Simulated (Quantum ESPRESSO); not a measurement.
# CdSe (Cadmoselite) (P6_3mc) in Quantum ESPRESSO: reference runs, part 2 of 2

Quantum ESPRESSO 7.5. Earlier steps stand in the parts before.

**3. Single point, PBE (atoms moved at random, drawn with an rms of 0.05 Å)**

pw.in reads:

```
&CONTROL
  calculation = 'scf'
  prefix = 'pwscf'
  outdir = './tmp'
  pseudo_dir = './pseudo'
  tprnfor = .true.
  tstress = .true.
  disk_io = 'nowf'
/
&SYSTEM
  ibrav = 0
  nat = 4
  ntyp = 2
  ecutwfc = 60
  ecutrho = 480
  nbnd = 26
  occupations = 'smearing'
  smearing = 'fd'
  degauss = 0.00367493
/
&ELECTRONS
  conv_thr = 8d-10
  electron_maxstep = 120
  mixing_beta = 0.5
/
ATOMIC_SPECIES
Cd   112.4140 Cd.pbe-dn-rrkjus_psl.0.3.1.UPF
Se    78.9710 Se_pbe_v1.uspp.F.UPF
CELL_PARAMETERS angstrom
   4.3000000000    0.0000000000    0.0000000000
  -2.1500000000    3.7239092363    0.0000000000
   0.0000000000    0.0000000000    7.0200000000
ATOMIC_POSITIONS crystal
Cd     0.6672760000    0.3314140000    0.5001450000
Cd     0.3390840000    0.6799250000    0.0004670000
Se     0.6741330000    0.3274550000    0.8799150000
Se     0.3272760000    0.6622990000    0.3841000000
K_POINTS automatic
7 7 4 0 0 0
```

Potentials or basis: SSSP 1.3 efficiency PBE.

Launch:

```sh
OMP_NUM_THREADS=1 pw.x -in pw.in > pw.out
```

pw.out:

```text
This program is part of the open-source Quantum ESPRESSO suite
     for quantum simulation of materials; please cite
         "P. Giannozzi et al., J. Phys.:Condens. Matter 21 395502 (2009);
         "P. Giannozzi et al., J. Phys.:Condens. Matter 29 465901 (2017);
         "P. Giannozzi et al., J. Chem. Phys. 152 154105 (2020);
     in publications or presentations arising from this work. More details at

     file Cd.pbe-dn-rrkjus_psl.0.3.1.UPF: wavefunction(s)  4D renormalized

     G-vector sticks info
     --------------------
     sticks:   dense  smooth     PW     G-vecs:    dense   smooth      PW
     Sum        2185    1099    313               134601    47531    7271

     Using Slab Decomposition

     bravais-lattice index     =            0
     lattice parameter (alat)  =       8.1258  a.u.
     unit-cell volume          =     758.5798 (a.u.)^3
     number of atoms/cell      =            4
     number of atomic types    =            2
     number of electrons       =        36.00
     number of Kohn-Sham states=           26
     kinetic-energy cutoff     =      60.0000  Ry
     charge density cutoff     =     480.0000  Ry
     scf convergence threshold =      8.0E-10
     mixing beta               =       0.5000
     number of iterations used =            8  plain     mixing
     Exchange-correlation= SLA  PW   PBE  PBE
                           (   1   4   3   4   0   0   0)

     celldm(1)=   8.125822  celldm(2)=   0.000000  celldm(3)=   0.000000
     celldm(4)=   0.000000  celldm(5)=   0.000000  celldm(6)=   0.000000

     crystal axes: (cart. coord. in units of alat)
               a(1) = (   1.000000   0.000000   0.000000 )
               a(2) = (  -0.500000   0.866025   0.000000 )
               a(3) = (   0.000000   0.000000   1.632558 )

     reciprocal axes: (cart. coord. in units 2 pi/alat)
               b(1) = (  1.000000  0.577350 -0.000000 )
               b(2) = (  0.000000  1.154701  0.000000 )
               b(3) = (  0.000000 -0.000000  0.612536 )

     PseudoPot. # 1 for Cd read from file:
     Cd.pbe-dn-rrkjus_psl.0.3.1.UPF
     Pseudo is Ultrasoft + core correction, Zval = 12.0
     Generated using "atomic" code by A. Dal Corso  v.5.0.99 svn rev. 10869
     Using radial grid of 1239 points,  6 beta functions with:
                l(1) =   0
                l(2) =   0
                l(3) =   1
                l(4) =   1
                l(5) =   2
                l(6) =   2
     Q(r) pseudized with 0 coefficients

     PseudoPot. # 2 for Se read from file:
     Se_pbe_v1.uspp.F.UPF
     Pseudo is Ultrasoft + core correction, Zval =  6.0
     Generated by new atomic code, or converted to UPF format
     Using radial grid of  877 points,  6 beta functions with:
                l(1) =   0
                l(2) =   0
                l(3) =   1
                l(4) =   1
                l(5) =   2
                l(6) =   2
     Q(r) pseudized with  8 coefficients,  rinner =    1.300   1.300   1.300
                                                       1.300   1.300

     atomic species   valence    mass     pseudopotential
     Cd               12.00   112.41400     Cd( 1.00)
     Se                6.00    78.97100     Se( 1.00)

     No symmetry found

   Cartesian axes

     site n.     atom                  positions (alat units)
         1        Cd     tau(   1) = (   0.5015690   0.2870129   0.8165158  )
         2        Cd     tau(   2) = (  -0.0008785   0.5888323   0.0007624  )
         3        Se     tau(   3) = (   0.5104055   0.2835843   1.4365124  )
         4        Se     tau(   4) = (  -0.0038735   0.5735678   0.6270656  )

     number of k points=    99  Fermi-Dirac smearing, width (Ry)=  0.0037
                       cart. coord. in units 2pi/alat
        k(    1) = (   0.0000000   0.0000000   0.0000000), wk =   0.0102041
        k(    2) = (   0.0000000   0.0000000   0.1531339), wk =   0.0204082
        k(    3) = (   0.0000000   0.0000000  -0.3062678), wk =   0.0102041
        k(    4) = (   0.0000000   0.1649572   0.0000000), wk =   0.0204082
        k(    5) = (   0.0000000   0.1649572   0.1531339), wk =   0.0204082
        k(    6) = (   0.0000000   0.1649572  -0.3062678), wk =   0.0204082
[... 91 lines left out ...]
        k(   98) = (  -0.2857143   0.4948717   0.3062678), wk =   0.0204082
        k(   99) = (   0.5714286   0.0000000  -0.3062678), wk =   0.0204082

     Dense  grid:   134601 G-vectors     FFT dimensions: (  60,  60,  96)

     Smooth grid:    47531 G-vectors     FFT dimensions: (  45,  45,  72)

     Initial potential from superposition of free atoms

     starting charge      35.9901, renormalised to      36.0000
     Starting wfcs are   26 randomized atomic wfcs

     Self-consistent Calculation

     iteration #  1     ecut=    60.00 Ry     beta= 0.50
     Davidson diagonalization with overlap
     ethr =  1.00E-02,  avg # of iterations =  4.8

     Threshold (ethr) on eigenvalues was too large:
     Diagonalizing with lowered threshold

     Davidson diagonalization with overlap
     ethr =  3.36E-04,  avg # of iterations =  2.6

     total energy              =    -331.85036747 Ry
     estimated scf accuracy    <       0.12144518 Ry
[... 57 lines left out ...]
     iteration # 10     ecut=    60.00 Ry     beta= 0.50
     Davidson diagonalization with overlap
     ethr =  2.01E-11,  avg # of iterations =  3.1

     End of self-consistent calculation

          k = 0.0000 0.0000 0.0000 (  5907 PWs)   bands (ev):

    -7.4774  -7.1027  -2.7343  -2.6988  -2.6755  -2.6610  -2.6215  -2.3554
    -2.3501  -2.2886  -2.2851  -2.0121   0.8315   4.3390   4.4674   5.1124
     5.1369   5.1670   5.8143   7.2816  10.9607  11.0548  11.2596  12.0252
    12.2756  12.8480
[... 374 lines left out ...]
    -7.2643  -7.0677  -2.6532  -2.6305  -2.5929  -2.5545  -2.5097  -2.3752
    -2.3472  -2.3305  -2.2843  -2.0498   1.4664   2.6019   3.1022   3.7521
     4.4161   4.5457   8.0970   9.0068  10.2408  10.4911  11.3316  11.6378
    12.6445  13.0649

          k = 0.1429-0.2474-0.1531 (  5942 PWs)   bands (ev):

    -7.2669  -7.0650  -2.6613  -2.6315  -2.5930  -2.5676  -2.4925  -2.3655
    -2.3414  -2.3321  -2.2820  -2.0553   1.4069   2.6482   3.1310   3.7413
     4.4076   4.5645   8.0579   9.0132  10.2575  10.4891  11.2347  11.7266
    12.6408  13.0849
[... 73 lines left out ...]
    -7.1273  -7.0071  -2.6054  -2.5805  -2.5278  -2.5031  -2.4040  -2.3842
    -2.3260  -2.3069  -2.1985  -1.9345   1.1537   1.6524   2.9012   3.2200
     3.9033   4.2639   8.4496   9.2794  10.1745  10.6567  11.4809  12.0192
    12.7577  13.6485

          k = 0.1429-0.4124-0.1531 (  5962 PWs)   bands (ev):

    -7.1307  -7.0036  -2.6099  -2.5920  -2.5207  -2.4983  -2.4032  -2.3871
    -2.3224  -2.3056  -2.1878  -1.9375   1.0934   1.6944   2.9071   3.2229
     3.8994   4.2925   8.3759   9.3083  10.2462  10.5888  11.4753  12.0580
    12.7543  13.6279
[... 24 lines left out ...]
    -7.1333  -7.0080  -2.6234  -2.5982  -2.5431  -2.4970  -2.3959  -2.3824
    -2.3217  -2.3050  -2.1922  -1.9336   1.1905   1.7076   2.9150   3.1834
     3.8867   4.3001   8.4081   9.2591  10.2012  10.5556  11.5092  12.0176
    12.7835  13.6347

          k =-0.2857-0.3299-0.1531 (  5962 PWs)   bands (ev):

    -7.1255  -7.0047  -2.6008  -2.5800  -2.5163  -2.5044  -2.4031  -2.3804
    -2.3266  -2.3024  -2.1991  -1.9419   1.0822   1.6382   2.9204   3.2259
     3.9499   4.2665   8.4008   9.2769  10.1727  10.6744  11.4745  12.0015
    12.8608  13.6594

          k = 0.4286-0.0825-0.1531 (  5962 PWs)   bands (ev):

    -7.1354  -7.0064  -2.6302  -2.6001  -2.5381  -2.5105  -2.3917  -2.3798
    -2.3213  -2.3013  -2.1833  -1.9365   1.1509   1.7548   2.9084   3.1918
     3.8732   4.3244   8.3732   9.2888  10.1638  10.5920  11.4520  12.0241
    12.8062  13.6619
[... 136 lines left out ...]
    -7.0396  -6.9903  -2.6065  -2.5379  -2.5171  -2.4806  -2.3707  -2.3631
    -2.3335  -2.3176  -1.9911  -1.8717   1.0817   1.2627   2.3923   3.2502
     3.4134   3.9483   9.1159   9.5299  10.1631  11.1880  11.3680  12.0366
    13.1781  13.7387

          k = 0.2857-0.4949-0.1531 (  5973 PWs)   bands (ev):

    -7.0430  -6.9869  -2.6078  -2.5546  -2.4984  -2.4785  -2.3774  -2.3650
    -2.3287  -2.3174  -1.9850  -1.8737   1.0259   1.3156   2.3795   3.2762
     3.3884   3.9691   9.0561   9.5760  10.1544  11.1911  11.3930  12.0192
    13.1902  13.6976
[... 24 lines left out ...]
    -7.0126  -7.0107  -2.5661  -2.5462  -2.5364  -2.5217  -2.3829  -2.3723
    -2.3269  -2.3145  -1.9353  -1.9232   1.0033   1.1148   2.7788   2.8061
     4.0170   4.0327   8.8341   8.9356  10.8822  10.9461  11.3570  11.4464
    13.1511  13.2109

     the Fermi energy is     5.5142 ev

!    total energy              =    -331.87581045 Ry
     estimated scf accuracy    <          1.8E-10 Ry
     smearing contrib. (-TS)   =      -0.00000149 Ry
     internal energy E=F+TS    =    -331.87580897 Ry

     The total energy is F=E-TS. E is the sum of the following terms:
     one-electron contribution =    -102.48841104 Ry
     hartree contribution      =      79.39025774 Ry
     xc contribution           =    -145.29107620 Ry
     ewald contribution        =    -163.48657948 Ry

     convergence has been achieved in  10 iterations

     Forces acting on atoms (cartesian axes, Ry/au):

     atom    1 type  1   force =    -0.00524909   -0.00248062    0.00675877
     atom    2 type  1   force =     0.00803779   -0.01593992    0.00989918
     atom    3 type  2   force =    -0.00912670    0.01610110   -0.00405159
     atom    4 type  2   force =     0.00633800    0.00231944   -0.01260635

     Total force =     0.032550     Total SCF correction =     0.000012

     Computing stress (Cartesian axis) and pressure

          total   stress  (Ry/bohr**3)                   (kbar)     P=       30.94
   0.00020415   0.00004840   0.00000548           30.03        7.12        0.81
   0.00004840   0.00028273  -0.00003489            7.12       41.59       -5.13
   0.00000548  -0.00003489   0.00014415            0.81       -5.13       21.21

=------------------------------------------------------------------------------=
   JOB DONE.
=------------------------------------------------------------------------------=
```

It took 7.1 min on 1 thread of Arm Neoverse V1, shared host; peak memory 0.73 GiB.

Results:

* Free energy: -4515.4004 eV
* Pressure: 3.1 GPa
* Largest force: 0.525 eV/Å
* Band gap on the k mesh: 0.65 eV, direct

Forces in eV/Å, atoms in the order of the input:
```
Cd  -0.135 -0.064  0.174
Cd   0.207 -0.410  0.255
Se  -0.235  0.414 -0.104
Se   0.163  0.060 -0.324
```

**4. How close it comes**

Step 2. A measured gap of CdSe is 1.841 eV (2 K; a printed reference work, data compilation); the calculated 0.68 eV misses it by -1.16 eV. So large a miss can be the level of theory's own, or it may mean another phase, state or a wrong row. Spin-orbit coupling on Cd, Se is left out. The value is that of PBE, without temperature or zero-point motion. Semilocal functionals fall short of measured gaps as a rule.
